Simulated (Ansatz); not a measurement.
# CdSe: short molecular dynamics of a 16-atom cell

Aim: follow the atoms of CdSe (zincblende) in time, from their lattice sites. Runs: PBEsol, 30 steps of 1 fs at constant energy, with velocities drawn for 1700 K; PBE, 20 steps of 1.5 fs under a Nosé-Hoover thermostat at 600 K. The cell is a 2×2×2 supercell of the structure relaxed with r2SCAN.

Method: DFT, plane waves, PAW, no spin polarisation, in Ansatz 0.2.0.

## Step 1: The structure to begin with

The cell holds 16 atoms (Cd8Se8): a = 8.677 Å, b = 8.677 Å, c = 8.677 Å, α = 60.00°, β = 60.00°, γ = 60.00°.

Coordinates:

```xyz
16
Lattice="0.0000 6.1356 6.1356 6.1356 0.0000 6.1356 6.1356 6.1356 0.0000" Properties=species:S:1:pos:R:3 pbc="T T T"
Cd    0.0000    0.0000    0.0000
Se    1.5339    1.5339    1.5339
Cd    3.0678    3.0678    0.0000
Se    4.6017    4.6017    1.5339
Cd    3.0678    0.0000    3.0678
Se    4.6017    1.5339    4.6017
Cd    6.1356    3.0678    3.0678
Se    7.6695    4.6017    4.6017
Cd    0.0000    3.0678    3.0678
Se    1.5339    4.6017    4.6017
Cd    3.0678    6.1356    3.0678
Se    4.6017    7.6695    4.6017
Cd    3.0678    3.0678    6.1356
Se    4.6017    4.6017    7.6695
Cd    6.1356    6.1356    6.1356
Se    7.6695    7.6695    7.6695
```

## Step 2: Run 1: PBEsol

The input, input.yaml:

```yaml
crystal:
  lattice:
    - [0.0, 6.1355619295, 6.1355619295]
    - [6.1355619295, 0.0, 6.1355619295]
    - [6.1355619295, 6.1355619295, 0.0]
  atoms:
    - { symbol: Cd, position: [0.0, 0.0, 0.0] }
    - { symbol: Se, position: [0.125, 0.125, 0.125] }
    - { symbol: Cd, position: [0.0, 0.0, 0.5] }
    - { symbol: Se, position: [0.125, 0.125, 0.625] }
    - { symbol: Cd, position: [0.0, 0.5, 0.0] }
    - { symbol: Se, position: [0.125, 0.625, 0.125] }
    - { symbol: Cd, position: [0.0, 0.5, 0.5] }
    - { symbol: Se, position: [0.125, 0.625, 0.625] }
    - { symbol: Cd, position: [0.5, 0.0, 0.0] }
    - { symbol: Se, position: [0.625, 0.125, 0.125] }
    - { symbol: Cd, position: [0.5, 0.0, 0.5] }
    - { symbol: Se, position: [0.625, 0.125, 0.625] }
    - { symbol: Cd, position: [0.5, 0.5, 0.0] }
    - { symbol: Se, position: [0.625, 0.625, 0.125] }
    - { symbol: Cd, position: [0.5, 0.5, 0.5] }
    - { symbol: Se, position: [0.625, 0.625, 0.625] }
kpoints:
  mp_grid: { grid: [2, 2, 2] }
hamiltonian:
  xc: pbesol
scf:
  occupations: { method: fermi_dirac, width: 0.146 }
md:
  ensemble: nve
  temperature: 1700
  timestep: 1.0
  n_steps: 30
  initial_velocities: maxwell_boltzmann
  seed: 5340
```

On the command line:

```sh
$ ansatz run input.yaml --threads 4 --pin off --max-ram 3686MiB --backend cpu --events-out ev --progress --plain --runs-dir out
```

Standard output (excerpt; [...] marks lines left out):

```text
Warning: md: disabling space-group detection — thermal motion breaks the input geometry's symmetry, so no spatial operation reduces the k-mesh or symmetrises the density; time reversal is kept, so that k and −k are solved as one point where they differ and the mesh holds both, and exact [...]
Warning: RAYON_NUM_THREADS=4 ignored (pool sized by the plan → 4); use --threads N
band count auto-derived: 176 (N_el = 288.0; filled up to band 144; 173 by the electrons, moments and atoms)
[...]
Pseudopotentials: kind: paw
Pseudopotential: Cd, paw, valence charge 20, recommended cutoff 420 eV (normal), Cd.paw.azcp
Pseudopotential: Se, paw, valence charge 16, recommended cutoff 420 eV (normal), Se.paw.azcp
Functional definition: PBEsol
[...]
Crystal: 16 atoms, lattice volume = 461.948 Å³
Basis set: ecut = 420 eV, 9185 PW (Γ), exchange–correlation on 120×120×120 points (8 copies of the dense FFT grid, shifted against one another)
Bands: 176, of which v1, the nominal top of the filled ones, is band 144 counted from 1 (143 counted from 0)
Symmetry: 1 space group operations
k-points: 8
[...]
SCF iter   1: F=—  HF=-108874.867533 eV  |F-HF|=—  |Δ(HF+E_count)|=         —  Δρ=3.77e-3  dr2=7.17e-2  ethr=1.77e-3  ⟨swp⟩=5.4  Hψ=4765  notcnv=0  defer=24
[...]
md step     0: t =     0.00 fs  T =  1700.0 K  F+E_penalty+E_count = -108874.84922057 eV  E_kin = 3.296130 eV  conserved = -108871.55309059 eV  (8 SCF iters)
[...]
md step     7: t =     7.00 fs  T =  1648.9 K  F+E_penalty+E_count = -108874.75017030 eV  E_kin = 3.197104 eV  conserved = -108871.55306613 eV  (2 SCF iters)
[...]
md step    14: t =    14.00 fs  T =  1504.7 K  F+E_penalty+E_count = -108874.47043400 eV  E_kin = 2.917432 eV  conserved = -108871.55300194 eV  (3 SCF iters)
[...]
md step    21: t =    21.00 fs  T =  1292.9 K  F+E_penalty+E_count = -108874.05974186 eV  E_kin = 2.506842 eV  conserved = -108871.55290026 eV  (3 SCF iters)
[...]
md step    28: t =    28.00 fs  T =  1054.5 K  F+E_penalty+E_count = -108873.59734397 eV  E_kin = 2.044570 eV  conserved = -108871.55277364 eV  (2 SCF iters)
md step    29: t =    29.00 fs  T =  1021.1 K  F+E_penalty+E_count = -108873.53261964 eV  E_kin = 1.979864 eV  conserved = -108871.55275566 eV  (2 SCF iters)
[...]
md step    30: t =    30.00 fs  T =   988.4 K  F+E_penalty+E_count = -108873.46908186 eV  E_kin = 1.916343 eV  conserved = -108871.55273905 eV  (7 SCF iters)
SCF converged after 7 iterations
Free energy (F): -108873.469082 eV
[...]
E sigma→0 (E₀):  -108873.422163 eV
Entropy (-TS):   -0.093838 eV (-5.865 meV/atom)
Fermi energy:    7.380696 eV
[...]
--- Forces (eV/Å), atoms counted from 1 ---
  atom   1  Cd     0.95508655    -1.37491927     1.80346543
  atom   2  Se    -0.83465847     1.38562150    -0.98499573
  atom   3  Cd     0.08349863    -0.12143721     0.90399612
  atom   4  Se     0.51022148    -0.34408844    -0.32823799
  atom   5  Cd     0.63631548    -0.54472856     0.30420444
  atom   6  Se    -0.93459372     0.96376380    -1.43528732
  atom   7  Cd    -0.69650588     1.01207150     0.43152161
  atom   8  Se    -0.75080196    -0.06071429     0.01479682
[...]
--- MD trajectory: 30 steps, t = 0.0 → 30.0 fs ---
  final state: T = 988.4 K   F+E_penalty+E_count = -108873.46908186 eV   E_kin = 1.916343 eV
  conserved energy: peak-to-peak 3.515e-4 eV (2.197e-5 eV/atom) over 30.0 fs
```

Run time: 5.6 min. Hardware: 4 threads of Arm Neoverse N1, shared host; peak memory 2.2 GiB.

## Step 3: The trajectory

The trajectory, every 2 steps (energies from step 0); msd is the mean square displacement from the start, the centre of mass held:

| time (fs) | T (K) | potential energy change (meV/atom) | total energy change (meV/atom) | msd Se (Å²) | msd Cd (Å²) |
| --- | --- | --- | --- | --- | --- |
| 0.0 | 1700 | 0.0 | 0.00 | 0.000 | 0.000 |
| 2.0 | 1696 | 0.5 | 0.00 | 0.000 | 0.000 |
| 4.0 | 1683 | 2.0 | 0.00 | 0.001 | 0.001 |
| 6.0 | 1662 | 4.6 | 0.00 | 0.002 | 0.001 |
| 8.0 | 1634 | 8.0 | 0.00 | 0.003 | 0.002 |
| 10.0 | 1597 | 12.4 | 0.00 | 0.005 | 0.003 |
| 12.0 | 1554 | 17.7 | 0.00 | 0.007 | 0.005 |
| 14.0 | 1505 | 23.7 | 0.01 | 0.010 | 0.006 |
| 16.0 | 1450 | 30.4 | 0.01 | 0.013 | 0.008 |
| 18.0 | 1390 | 37.6 | 0.01 | 0.016 | 0.010 |
| 20.0 | 1326 | 45.3 | 0.01 | 0.019 | 0.012 |
| 22.0 | 1259 | 53.4 | 0.01 | 0.023 | 0.015 |
| 24.0 | 1191 | 61.7 | 0.02 | 0.027 | 0.017 |
| 26.0 | 1123 | 70.0 | 0.02 | 0.031 | 0.020 |
| 28.0 | 1055 | 78.2 | 0.02 | 0.035 | 0.023 |
| 30.0 | 988 | 86.3 | 0.02 | 0.039 | 0.026 |

time (fs), T (K) and a bar:
```
      0.0       1700 ##############################
      1.0       1699 ##############################
      3.0       1690 ##############################
      4.0       1683 #############################
      5.0       1674 #############################
      7.0       1649 ############################
      8.0       1634 ###########################
      9.0       1616 ##########################
     10.0       1597 ##########################
     12.0       1554 ########################
     13.0       1530 #######################
     14.0       1505 ######################
     16.0       1450 ###################
     17.0       1420 ##################
     18.0       1390 #################
     20.0       1326 ##############
     21.0       1293 #############
     22.0       1259 ###########
     23.0       1225 ##########
     25.0       1157 #######
     26.0       1123 ######
     27.0       1088 ####
     29.0       1021 #
     30.0        988
```

Pair distribution over the second half of the run:

| r (Å) | g Cd–Se |
| --- | --- |
| 0.68 | 0.00 |
| 0.84 | 0.00 |
| 1.00 | 0.00 |
| 1.16 | 0.00 |
| 1.32 | 0.00 |
| 1.48 | 0.00 |
| 1.64 | 0.00 |
| 1.80 | 0.00 |
| 1.96 | 0.00 |
| 2.12 | 0.00 |
| 2.28 | 0.12 |
| 2.44 | 2.08 |
| 2.60 | 7.86 |
| 2.76 | 5.05 |
| 2.92 | 1.19 |
| 3.08 | 0.01 |
| 3.24 | 0.00 |
| 3.40 | 0.00 |

First peaks of g(r) that rise above 1 (not always the tallest), and, where a minimum follows, the mean number of second-named atoms round a first-named one up to the next minimum:

| pair | peak (Å) | height | minimum (Å) | neighbours |
| --- | --- | --- | --- | --- |
| Cd–Se | 2.60 | 7.9 | 3.16 | 4.0 |

## Step 4: Snapshots as a file

Extended XYZ, with forces in eV/Å:

```xyz
16
Lattice="0.000 6.136 6.136 6.136 0.000 6.136 6.136 6.136 0.000" Properties=species:S:1:pos:R:3:forces:R:3 pbc="T T T" time_fs=5.0 T=1674 dE=0.0509
Cd    0.004    0.018   -0.048    0.031   -0.187    0.321
Se    1.551    1.484    1.556   -0.109    0.283   -0.138
Cd    3.056    3.066   -0.016   -0.003   -0.024    0.183
Se    4.585    4.608    1.542    0.128   -0.040   -0.084
Cd    3.078    0.014    3.087    0.095   -0.097    0.030
Se    4.625    1.537    4.626   -0.097    0.099   -0.214
Cd    6.163    3.065    3.057   -0.130    0.159    0.060
Se    7.682    4.615    4.609   -0.150   -0.010    0.018
Cd   -0.010    3.063    3.070    0.180    0.006   -0.070
Se    1.538    4.580    4.635    0.026    0.053   -0.245
Cd    3.059    6.148    3.051   -0.007   -0.116    0.141
Se    4.600    7.689    4.590   -0.093   -0.140    0.048
Cd    3.089    3.066    6.130   -0.146   -0.119    0.120
Se    4.581    4.575    7.679    0.142    0.181   -0.002
Cd    6.115    6.159    6.136   -0.074   -0.186   -0.031
Se    7.633    7.645    7.682    0.208    0.138   -0.138
16
Lattice="0.000 6.136 6.136 6.136 0.000 6.136 6.136 6.136 0.000" Properties=species:S:1:pos:R:3:forces:R:3 pbc="T T T" time_fs=10.0 T=1597 dE=0.1990
Cd    0.008    0.035   -0.095    0.132   -0.392    0.650
Se    1.568    1.435    1.577   -0.245    0.555   -0.304
Cd    3.044    3.065   -0.031    0.005   -0.048    0.358
Se    4.569    4.615    1.550    0.236   -0.096   -0.154
Cd    3.089    0.027    3.107    0.206   -0.200    0.076
Se    4.648    1.540    4.649   -0.231    0.234   -0.455
Cd    6.190    3.062    3.047   -0.263    0.330    0.132
Se    7.694    4.629    4.617   -0.296   -0.021    0.029
Cd   -0.019    3.059    3.071    0.359    0.020   -0.137
Se    1.542    4.559    4.668    0.028    0.097   -0.467
Cd    3.050    6.160    3.035    0.005   -0.219    0.270
Se    4.598    7.708    4.578   -0.189   -0.281    0.102
Cd    3.110    3.064    6.125   -0.270   -0.216    0.207
Se    4.562    4.548    7.688    0.275    0.358    0.016
Cd    6.094    6.182    6.137   -0.147   -0.361   -0.077
Se    7.598    7.620    7.694    0.394    0.240   -0.247
16
Lattice="0.000 6.136 6.136 6.136 0.000 6.136 6.136 6.136 0.000" Properties=species:S:1:pos:R:3:forces:R:3 pbc="T T T" time_fs=15.0 T=1478 dE=0.4310
Cd    0.013    0.051   -0.140    0.297   -0.623    0.979
Se    1.584    1.388    1.597   -0.400    0.810   -0.486
Cd    3.032    3.063   -0.045    0.020   -0.071    0.520
Se    4.553    4.621    1.558    0.328   -0.161   -0.211
Cd    3.100    0.040    3.127    0.326   -0.304    0.136
Se    4.671    1.544    4.671   -0.399    0.403   -0.715
Cd    6.217    3.059    3.037   -0.391    0.508    0.211
Se    7.706    4.642    4.624   -0.432   -0.031    0.032
Cd   -0.028    3.055    3.073    0.532    0.041   -0.201
Se    1.546    4.538    4.699    0.008    0.138   -0.663
Cd    3.041    6.172    3.019    0.033   -0.310    0.384
Se    4.596    7.727    4.566   -0.286   -0.420    0.161
Cd    3.131    3.062    6.120   -0.374   -0.293    0.267
Se    4.543    4.523    7.698    0.397    0.525    0.051
Cd    6.073    6.204    6.137   -0.218   -0.521   -0.134
Se    7.564    7.596    7.706    0.559    0.309   -0.331
16
Lattice="0.000 6.136 6.136 6.136 0.000 6.136 6.136 6.136 0.000" Properties=species:S:1:pos:R:3:forces:R:3 pbc="T T T" time_fs=20.0 T=1326 dE=0.7255
Cd    0.018    0.066   -0.184    0.510   -0.878    1.293
Se    1.599    1.343    1.616   -0.560    1.039   -0.671
Cd    3.020    3.061   -0.058    0.041   -0.092    0.667
Se    4.539    4.627    1.565    0.403   -0.227   -0.258
Cd    3.111    0.052    3.147    0.447   -0.402    0.201
Se    4.692    1.550    4.690   -0.590    0.597   -0.980
Cd    6.243    3.058    3.027   -0.510    0.687    0.292
Se    7.716    4.655    4.632   -0.556   -0.041    0.030
Cd   -0.035    3.051    3.074    0.695    0.064   -0.261
Se    1.550    4.517    4.728   -0.030    0.176   -0.831
Cd    3.032    6.183    3.004    0.072   -0.388    0.482
Se    4.593    7.744    4.555   -0.380   -0.550    0.221
Cd    3.150    3.059    6.116   -0.462   -0.353    0.308
Se    4.525    4.499    7.708    0.504    0.679    0.097
Cd    6.052    6.225    6.137   -0.284   -0.664   -0.198
Se    7.532    7.573    7.716    0.700    0.352   -0.392
16
Lattice="0.000 6.136 6.136 6.136 0.000 6.136 6.136 6.136 0.000" Properties=species:S:1:pos:R:3:forces:R:3 pbc="T T T" time_fs=25.0 T=1157 dE=1.0534
Cd    0.024    0.080   -0.224    0.742   -1.140    1.576
Se    1.613    1.301    1.633   -0.710    1.234   -0.843
Cd    3.008    3.059   -0.070    0.063   -0.109    0.795
Se    4.525    4.632    1.571    0.464   -0.290   -0.297
Cd    3.124    0.064    3.167    0.555   -0.485    0.262
Se    4.711    1.557    4.707   -0.781    0.796   -1.228
Cd    6.267    3.059    3.018   -0.613    0.858    0.368
Se    7.724    4.669    4.640   -0.663   -0.051    0.024
Cd   -0.041    3.047    3.075    0.843    0.085   -0.313
Se    1.554    4.497    4.755   -0.080    0.212   -0.971
Cd    3.023    6.193    2.990    0.120   -0.455    0.563
Se    4.588    7.759    4.545   -0.465   -0.665    0.277
Cd    3.169    3.055    6.112   -0.538   -0.395    0.338
Se    4.509    4.477    7.718    0.594    0.817    0.147
Cd    6.030    6.245    6.137   -0.344   -0.789   -0.263
Se    7.501    7.551    7.726    0.814    0.376   -0.434
16
Lattice="0.000 6.136 6.136 6.136 0.000 6.136 6.136 6.136 0.000" Properties=species:S:1:pos:R:3:forces:R:3 pbc="T T T" time_fs=30.0 T=988 dE=1.3801
Cd    0.032    0.090   -0.262    0.955   -1.375    1.803
Se    1.624    1.263    1.647   -0.835    1.386   -0.985
Cd    2.997    3.057   -0.080    0.083   -0.121    0.904
Se    4.513    4.636    1.577    0.510   -0.344   -0.328
Cd    3.138    0.074    3.188    0.636   -0.545    0.304
Se    4.728    1.566    4.720   -0.935    0.964   -1.435
Cd    6.291    3.061    3.010   -0.697    1.012    0.432
Se    7.731    4.682    4.648   -0.751   -0.061    0.015
Cd   -0.046    3.043    3.074    0.971    0.099   -0.355
Se    1.557    4.478    4.779   -0.135    0.245   -1.084
Cd    3.015    6.203    2.977    0.173   -0.514    0.629
Se    4.583    7.773    4.536   -0.539   -0.760    0.321
Cd    3.187    3.050    6.110   -0.606   -0.417    0.367
Se    4.494    4.458    7.728    0.663    0.934    0.193
Cd    6.007    6.263    6.136   -0.394   -0.893   -0.322
Se    7.474    7.531    7.733    0.898    0.390   -0.459
```

## Step 5: Run 2: PBE

Changes to input.yaml since step 2:

```diff
@@ -25,11 +25,11 @@
 hamiltonian:
-  xc: pbesol
+  xc: pbe
 scf:
-  occupations: { method: fermi_dirac, width: 0.146 }
+  occupations: { method: fermi_dirac, width: 0.052 }
 md:
-  ensemble: nve
-  temperature: 1700
-  timestep: 1.0
-  n_steps: 30
+  ensemble: nvt_nose_hoover
+  temperature: 600
+  timestep: 1.5
+  n_steps: 20
   initial_velocities: maxwell_boltzmann
-  seed: 5340
+  seed: 8226
```

On the command line:

```sh
$ ansatz run input.yaml --threads 4 --pin off --max-ram 3686MiB --backend cpu --events-out ev --progress --plain --runs-dir out
```

Standard output (excerpt; [...] marks lines left out):

```text
Warning: md: disabling space-group detection — thermal motion breaks the input geometry's symmetry, so no spatial operation reduces the k-mesh or symmetrises the density; time reversal is kept, so that k and −k are solved as one point where they differ and the mesh holds both, and exact [...]
Warning: RAYON_NUM_THREADS=4 ignored (pool sized by the plan → 4); use --threads N
[...]
[... 3 set-up lines as earlier in the session ...]
Functional definition: PBE
[...]
Crystal: 16 atoms, lattice volume = 461.948 Å³
Basis set: ecut = 420 eV, 9185 PW (Γ), exchange–correlation on 120×120×120 points (8 copies of the dense FFT grid, shifted against one another)
Bands: 173, of which v1, the nominal top of the filled ones, is band 144 counted from 1 (143 counted from 0)
[... 1 set-up line as earlier in the session ...]
k-points: 8
[...]
SCF iter   1: F=—  HF=-109797.928970 eV  |F-HF|=—  |Δ(HF+E_count)|=         —  Δρ=3.78e-4  dr2=4.65e-4  ethr=1.77e-3  ⟨swp⟩=5.8  Hψ=4705  notcnv=0  defer=21
[...]
md step     0: t =     0.00 fs  T =   600.0 K  F+E_penalty+E_count = -109797.93582572 eV  E_kin = 1.163340 eV  conserved = -109796.77248573 eV  (8 SCF iters)
[...]
md step     5: t =     7.50 fs  T =   575.8 K  F+E_penalty+E_count = -109797.88889699 eV  E_kin = 1.116467 eV  conserved = -109796.77247379 eV  (2 SCF iters)
[...]
md step     6: t =     9.00 fs  T =   565.4 K  F+E_penalty+E_count = -109797.86860255 eV  E_kin = 1.096227 eV  conserved = -109796.77246483 eV  (3 SCF iters)
SCF iter   1: F=—  HF=-109797.844951 eV  |F-HF|=—  |Δ(HF+E_count)|=         —  Δρ=3.91e-6  dr2=3.13e-8  ethr=1.05e-9  ⟨swp⟩=2.8  Hψ=2766  notcnv=0  defer=64
[...]
```

## Step 6: The output, continued: nvt_nose_hoover at 600 K

The log, continued (excerpt; [...] marks lines left out):

```text
[...]
SCF iter   2: F=-109797.844951 eV  HF=-109797.844951 eV  |F-HF|=2.05e-9  |Δ(HF+E_count)|=   1.24e-8  Δρ=1.71e-6  dr2=4.50e-9  ethr=5.56e-12  ⟨swp⟩=2.0  Hψ=5172  notcnv=0
[...]
md step     7: t =    10.50 fs  T =   553.2 K  F+E_penalty+E_count = -109797.84495119 eV  E_kin = 1.072660 eV  conserved = -109796.77245355 eV  (2 SCF iters)
[...]
md step    10: t =    15.00 fs  T =   507.6 K  F+E_penalty+E_count = -109797.75593020 eV  E_kin = 0.984152 eV  conserved = -109796.77240733 eV  (7 SCF iters)
[...]
md step    13: t =    19.50 fs  T =   451.2 K  F+E_penalty+E_count = -109797.64558117 eV  E_kin = 0.874877 eV  conserved = -109796.77234202 eV  (2 SCF iters)
[...]
md step    16: t =    24.00 fs  T =   389.1 K  F+E_penalty+E_count = -109797.52333192 eV  E_kin = 0.754416 eV  conserved = -109796.77226399 eV  (2 SCF iters)
[...]
SCF converged after 6 iterations
Free energy (F): -109797.361220 eV
[...]
E sigma→0 (E₀):  -109797.360400 eV
Entropy (-TS):   -0.001642 eV (-0.103 meV/atom)
Fermi energy:    7.445667 eV
[...]
--- Forces (eV/Å), atoms counted from 1 ---
  atom   1  Cd    -0.10299424    -0.17425355     0.25463079
  atom   2  Se    -0.39349506    -0.03592910     0.46344172
  atom   3  Cd     0.60131547    -0.04037977     0.30692620
  atom   4  Se     0.25469829    -0.15384720    -0.37518589
  atom   5  Cd    -0.42082573    -0.16188442    -0.68354729
  atom   6  Se     0.10843396     0.55706913     0.92671403
  atom   7  Cd    -0.41826141     0.81706759     0.25211526
  atom   8  Se    -0.82048971     0.29199881     0.13641136
[...]
--- MD trajectory: 20 steps, t = 0.0 → 30.0 fs ---
  final state: T = 307.3 K   F+E_penalty+E_count = -109797.36122040 eV   E_kin = 0.595850 eV
  conserved energy: peak-to-peak 3.343e-4 eV (2.089e-5 eV/atom) over 30.0 fs
```

Wall time 3.7 min (4 threads of Arm Neoverse N1, shared host); peak memory 2.1 GiB.

## Step 7: Frames and traces

Every step; energies are changes from step 0; msd is the mean square displacement from the start, the centre of mass held:

| time (fs) | T (K) | potential energy change (meV/atom) | conserved energy change (meV/atom) | msd Cd (Å²) | msd Se (Å²) |
| --- | --- | --- | --- | --- | --- |
| 0.0 | 600 | 0.0 | 0.00 | 0.000 | 0.000 |
| 1.5 | 599 | 0.1 | 0.00 | 0.000 | 0.000 |
| 3.0 | 596 | 0.5 | 0.00 | 0.000 | 0.000 |
| 4.5 | 591 | 1.1 | 0.00 | 0.000 | 0.000 |
| 6.0 | 584 | 1.9 | 0.00 | 0.001 | 0.000 |
| 7.5 | 576 | 2.9 | 0.00 | 0.001 | 0.001 |
| 9.0 | 565 | 4.2 | 0.00 | 0.001 | 0.001 |
| 10.5 | 553 | 5.7 | 0.00 | 0.002 | 0.001 |
| 12.0 | 539 | 7.4 | 0.00 | 0.002 | 0.002 |
| 13.5 | 524 | 9.2 | 0.00 | 0.003 | 0.002 |
| 15.0 | 508 | 11.2 | 0.00 | 0.003 | 0.003 |
| 16.5 | 490 | 13.4 | 0.01 | 0.004 | 0.003 |
| 18.0 | 471 | 15.7 | 0.01 | 0.005 | 0.004 |
| 19.5 | 451 | 18.1 | 0.01 | 0.006 | 0.004 |
| 21.0 | 431 | 20.6 | 0.01 | 0.006 | 0.005 |
| 22.5 | 410 | 23.2 | 0.01 | 0.007 | 0.006 |
| 24.0 | 389 | 25.8 | 0.01 | 0.008 | 0.006 |
| 25.5 | 368 | 28.4 | 0.02 | 0.009 | 0.007 |
| 27.0 | 347 | 30.9 | 0.02 | 0.010 | 0.007 |
| 28.5 | 327 | 33.5 | 0.02 | 0.011 | 0.008 |
| 30.0 | 307 | 35.9 | 0.02 | 0.012 | 0.009 |

time (fs), T (K) and a bar:
```
      0.0        600 ##############################
      1.5        599 ##############################
      3.0        596 ##############################
      4.5        591 #############################
      6.0        584 ############################
      7.5        576 ############################
      9.0        565 ##########################
     10.5        553 #########################
     12.0        539 ########################
     13.5        524 ######################
     15.0        508 #####################
     16.5        490 ###################
     18.0        471 #################
     19.5        451 ###############
     21.0        431 #############
     22.5        410 ###########
     24.0        389 ########
     25.5        368 ######
     27.0        347 ####
     28.5        327 ##
     30.0        307
```

Pair distribution over the second half of the run:

| r (Å) | g Cd–Se |
| --- | --- |
| 0.68 | 0.00 |
| 0.84 | 0.00 |
| 1.00 | 0.00 |
| 1.16 | 0.00 |
| 1.32 | 0.00 |
| 1.48 | 0.00 |
| 1.64 | 0.00 |
| 1.80 | 0.00 |
| 1.96 | 0.00 |
| 2.12 | 0.00 |
| 2.28 | 0.00 |
| 2.44 | 1.13 |
| 2.60 | 8.30 |
| 2.76 | 6.68 |
| 2.92 | 0.14 |
| 3.08 | 0.00 |
| 3.24 | 0.00 |
| 3.40 | 0.00 |

First peaks of g(r) that rise above 1 (not always the tallest), and, where a minimum follows, the mean number of second-named atoms round a first-named one up to the next minimum:

| pair | peak (Å) | height | minimum (Å) | neighbours |
| --- | --- | --- | --- | --- |
| Cd–Se | 2.68 | 10.4 | 3.00 | 4.0 |

[end of part 1 of 2]
